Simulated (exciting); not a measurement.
# Al (Im-3m) in exciting: further runs

The runs below take Al through density of states, band structure, with AM05, PBEsol+D2.

All numbers are computed with exciting (release sodium); they aren't measurements. Logs are shortened: lines on timing, memory, paths and dates and some standing lists are left out, and cuts for length are marked.

## 1. The crystal as given

It takes space group Im-3m (No. 229, cubic). Conventional cell: a = 3.182 Å, b = 3.182 Å, c = 3.182 Å, α = 90.00°, β = 90.00°, γ = 90.00°. Around Al (site symmetry m-3m) lie 8 Al at 2.76 Å.

This isn't the form of Al at room conditions, which is fcc.

## 2. Density of states, AM05 (cell strained at random at fixed volume)

input.xml

```xml
<input>
  <title>Al</title>
  <structure speciespath="./" tshift="false">
    <crystal scale="1.88972612463">
      <basevect>-1.698950000000 1.564306000000 1.600798000000</basevect>
      <basevect>1.630953000000 -1.582909000000 1.551404000000</basevect>
      <basevect>1.660366000000 1.544325000000 -1.619401000000</basevect>
    </crystal>
    <species speciesfile="Al.xml" rmt="2">
      <atom coord="-0.000693000000 0.012387000000 0.005849000000"/>
    </species>
  </structure>
  <groundstate do="fromscratch" ngridk="12 12 12" rgkmax="6.5" gmaxvr="14" lmaxapw="10" lmaxmat="10" lmaxvr="8" stype="Fermi Dirac" swidth="0.00183747" nempty="8" ValenceRelativity="iora*" epsengy="1e-05" epspot="1e-05" maxscl="60" outputlevel="low">
    <libxc exchange="XC_GGA_X_AM05" correlation="XC_GGA_C_AM05"/>
  </groundstate>
  <properties>
    <dos nwdos="200" winddos="-0.4 0.4" inttype="tetra" ngrdos="100" nsmdos="1" lmirep="true"/>
  </properties>
</input>
```

Potentials or basis: all-electron LAPW+lo, shipped species files, valence relativity iora*.

Run with:

```bash
> OMP_NUM_THREADS=1 exciting_smp
```

INFO.OUT:

```text
================================================================================
EXCITING SODIUM started
[... 10 lines left out ...]

 Lattice vectors (cartesian) :
     -3.2105501994      2.9561099151      3.0250698009
      3.0820544921     -2.9912644902      2.9317286687
      3.1376370066      2.9183512974     -3.0602243760

 Reciprocal lattice vectors (cartesian) :
      0.0345562397      1.0763600227      1.0618899812
      1.0326883914      0.0192638088      1.0771824120
      1.0234861288      1.0824501910      0.0284660714

 Unit cell volume                           :     108.7542711042
 Brillouin zone volume                      :       2.2808319243

 Species :    1 (Al)
     parameters loaded from                 :    Al.xml
     name                                   :    aluminium

     atomic positions (lattice) :
       1 :   0.99930700  0.01238700  0.00584900

 Total number of atoms per unit cell        :       1

 Spin treatment                             :    spin-unpolarised

 Number of Bravais lattice symmetries       :       2
 Number of crystal symmetries               :       1

 k-point grid                               :      12   12   12
 Total number of k-points                   :    1728
 k-point set is reduced with crystal symmetries

 R^MT_min * |G+k|_max (rgkmax)              :       6.50000000

 G-vector grid sizes                        :      24    24    24
 Total number of G-vectors                  :    5049

 Total nuclear charge                       :     -13.00000000
 Total electronic charge                    :      13.00000000

 Number of empty states                     :       8
 Total number of valence states             :      13

 Exchange-correlation type                  :     100
     libxc; exchange: Armiento & Mattsson 05; correlation: Armiento & Mattsson 05 (see libxc for references)

 Smearing scheme                            :    Fermi-Dirac
[... 7 lines left out ...]
* Groundstate module started                                                   *
********************************************************************************
 Output level for this task is set to low

++++++++++++++++++++++++++++++++++++++++++++++++++++++++++++++++++++++++++++++++
[... 5 lines left out ...]
+ SCF iteration number :    1                                                  +
++++++++++++++++++++++++++++++++++++++++++++++++++++++++++++++++++++++++++++++++
 Total energy                               :      -241.50179069
 _______________________________________________________________
 Fermi energy                               :         0.27805576
 DOS at Fermi energy (states/Ha/cell)       :        13.52850173
 Electron charge: Core leakage              :         0.00141352

++++++++++++++++++++++++++++++++++++++++++++++++++++++++++++++++++++++++++++++++
+ SCF iteration number :    2                                                  +
++++++++++++++++++++++++++++++++++++++++++++++++++++++++++++++++++++++++++++++++
 Total energy                               :      -241.66670445
 _______________________________________________________________
 Fermi energy                               :         0.27718531
 DOS at Fermi energy (states/Ha/cell)       :        13.53222808
 Electron charge: Core leakage              :         0.00139983

 RMS change in effective potential (target) :  0.146471      ( 0.100000E-04)
 Absolute change in total energy   (target) :  0.164914      ( 0.100000E-04)
 Charge distance                   (target) :  0.713277E-03  ( 0.100000E-04)

++++++++++++++++++++++++++++++++++++++++++++++++++++++++++++++++++++++++++++++++
+ SCF iteration number :    3                                                  +
++++++++++++++++++++++++++++++++++++++++++++++++++++++++++++++++++++++++++++++++
 Total energy                               :      -241.79201450
 _______________________________________________________________
 Fermi energy                               :         0.27650051
 DOS at Fermi energy (states/Ha/cell)       :        13.51872270
 Electron charge: Core leakage              :         0.00138977

 RMS change in effective potential (target) :  0.107426      ( 0.100000E-04)
 Absolute change in total energy   (target) :  0.125310      ( 0.100000E-04)
 Charge distance                   (target) :  0.588620E-03  ( 0.100000E-04)

++++++++++++++++++++++++++++++++++++++++++++++++++++++++++++++++++++++++++++++++
+ SCF iteration number :    4                                                  +
++++++++++++++++++++++++++++++++++++++++++++++++++++++++++++++++++++++++++++++++
 Total energy                               :      -241.92977908
 _______________________________________________________________
 Fermi energy                               :         0.27512663
 DOS at Fermi energy (states/Ha/cell)       :        13.45744645
 Electron charge: Core leakage              :         0.00137726

 RMS change in effective potential (target) :  0.390678E-02  ( 0.100000E-04)
 Absolute change in total energy   (target) :  0.137765      ( 0.100000E-04)
 Charge distance                   (target) :  0.104934E-02  ( 0.100000E-04)

++++++++++++++++++++++++++++++++++++++++++++++++++++++++++++++++++++++++++++++++
+ SCF iteration number :    5                                                  +
++++++++++++++++++++++++++++++++++++++++++++++++++++++++++++++++++++++++++++++++
 Total energy                               :      -242.05046481
 _______________________________________________________________
 Fermi energy                               :         0.27484271
 DOS at Fermi energy (states/Ha/cell)       :        13.44059273
 Electron charge: Core leakage              :         0.00136897

 RMS change in effective potential (target) :  0.183033E-02  ( 0.100000E-04)
 Absolute change in total energy   (target) :  0.120686      ( 0.100000E-04)
 Charge distance                   (target) :  0.562234E-03  ( 0.100000E-04)

++++++++++++++++++++++++++++++++++++++++++++++++++++++++++++++++++++++++++++++++
+ SCF iteration number :    6                                                  +
++++++++++++++++++++++++++++++++++++++++++++++++++++++++++++++++++++++++++++++++
 Total energy                               :      -242.01900348
 _______________________________________________________________
 Fermi energy                               :         0.27492326
 DOS at Fermi energy (states/Ha/cell)       :        13.44407205
 Electron charge: Core leakage              :         0.00137138

 RMS change in effective potential (target) :  0.256567E-03  ( 0.100000E-04)
 Absolute change in total energy   (target) :  0.314613E-01  ( 0.100000E-04)
 Charge distance                   (target) :  0.989177E-04  ( 0.100000E-04)

++++++++++++++++++++++++++++++++++++++++++++++++++++++++++++++++++++++++++++++++
+ SCF iteration number :    7                                                  +
++++++++++++++++++++++++++++++++++++++++++++++++++++++++++++++++++++++++++++++++
 Total energy                               :      -242.01257460
 _______________________________________________________________
 Fermi energy                               :         0.27492828
 DOS at Fermi energy (states/Ha/cell)       :        13.44454719
 Electron charge: Core leakage              :         0.00137169

 RMS change in effective potential (target) :  0.555887E-04  ( 0.100000E-04)
 Absolute change in total energy   (target) :  0.642887E-02  ( 0.100000E-04)
 Charge distance                   (target) :  0.527321E-04  ( 0.100000E-04)

++++++++++++++++++++++++++++++++++++++++++++++++++++++++++++++++++++++++++++++++
+ SCF iteration number :    8                                                  +
++++++++++++++++++++++++++++++++++++++++++++++++++++++++++++++++++++++++++++++++
 Total energy                               :      -242.01350085
 _______________________________________________________________
 Fermi energy                               :         0.27492810
 DOS at Fermi energy (states/Ha/cell)       :        13.44459176
 Electron charge: Core leakage              :         0.00137165

 RMS change in effective potential (target) :  0.421146E-05  ( 0.100000E-04)
 Absolute change in total energy   (target) :  0.926241E-03  ( 0.100000E-04)
 Charge distance                   (target) :  0.780429E-05  ( 0.100000E-04)

++++++++++++++++++++++++++++++++++++++++++++++++++++++++++++++++++++++++++++++++
+ SCF iteration number :    9                                                  +
++++++++++++++++++++++++++++++++++++++++++++++++++++++++++++++++++++++++++++++++
 Total energy                               :      -242.01360566
 _______________________________________________________________
 Fermi energy                               :         0.27492796
 DOS at Fermi energy (states/Ha/cell)       :        13.44457483
 Electron charge: Core leakage              :         0.00137165

 RMS change in effective potential (target) :  0.272692E-06  ( 0.100000E-04)
 Absolute change in total energy   (target) :  0.104811E-03  ( 0.100000E-04)
 Charge distance                   (target) :  0.920399E-06  ( 0.100000E-04)

++++++++++++++++++++++++++++++++++++++++++++++++++++++++++++++++++++++++++++++++
+ SCF iteration number :   10                                                  +
++++++++++++++++++++++++++++++++++++++++++++++++++++++++++++++++++++++++++++++++
 Total energy                               :      -242.01359945
 _______________________________________________________________
 Fermi energy                               :         0.27492799
 DOS at Fermi energy (states/Ha/cell)       :        13.44457630
 Electron charge: Core leakage              :         0.00137165

 RMS change in effective potential (target) :  0.201736E-07  ( 0.100000E-04)
 Absolute change in total energy   (target) :  0.620231E-05  ( 0.100000E-04)
 Charge distance                   (target) :  0.697919E-07  ( 0.100000E-04)

++++++++++++++++++++++++++++++++++++++++++++++++++++++++++++++++++++++++++++++++
+ SCF iteration number :   11                                                  +
++++++++++++++++++++++++++++++++++++++++++++++++++++++++++++++++++++++++++++++++
 Total energy                               :      -242.01359985
 _______________________________________________________________
 Fermi energy                               :         0.27492798
 DOS at Fermi energy (states/Ha/cell)       :        13.44457612
 Electron charge: Core leakage              :         0.00137165

 RMS change in effective potential (target) :  0.586879E-08  ( 0.100000E-04)
 Absolute change in total energy   (target) :  0.394991E-06  ( 0.100000E-04)
 Charge distance                   (target) :  0.863921E-08  ( 0.100000E-04)

++++++++++++++++++++++++++++++++++++++++++++++++++++++++++++++++++++++++++++++++
| Convergency criteria checked for the last 2 iterations                       +
| Convergence targets achieved. Performing final SCF iteration                 +
++++++++++++++++++++++++++++++++++++++++++++++++++++++++++++++++++++++++++++++++
 Total energy                               :      -242.01359973
 _______________________________________________________________
 Fermi energy                               :         0.27492798
 DOS at Fermi energy (states/Ha/cell)       :        13.44457631
 Electron charge: Core leakage              :         0.00137165

++++++++++++++++++++++++++++++++++++++++++++++++++++++++++++++++++++++++++++++++
[... 9 lines left out ...]
| EXCITING SODIUM stopped                                                      =
================================================================================
```

Wall time 2.6 min (1 thread of Intel Xeon Platinum 8488C (Sapphire Rapids), shared host); peak memory 0.12 GiB.

What came out:

* Free energy: -6585.5295 eV
* Band gap on the k mesh: none (metal or under the smearing width)

States per cell in windows of 1 eV (zero at the Fermi level; states under -8 eV left out):
```tsv
from (eV)	total	Al1 p	Al1 s	Al1 d
-8.0	0.22	0.02	0.05	0.00
-7.0	0.25	0.03	0.05	0.00
-6.0	0.28	0.03	0.04	0.00
-5.0	0.33	0.05	0.04	0.00
-4.0	0.34	0.05	0.04	0.01
-3.0	0.35	0.05	0.05	0.01
-2.0	0.39	0.06	0.04	0.01
-1.0	0.38	0.06	0.04	0.02
0.0	0.41	0.07	0.04	0.02
1.0	0.45	0.08	0.04	0.02
2.0	0.47	0.09	0.04	0.03
3.0	0.50	0.10	0.04	0.03
4.0	0.46	0.09	0.03	0.04
5.0	0.48	0.09	0.03	0.04
6.0	0.49	0.09	0.04	0.05
7.0	0.53	0.10	0.04	0.05
```

Caveat: the log's total energy holds no entropy term; the free energy is that total less TS from the occupations.

(Continued in part 2 of 2.)
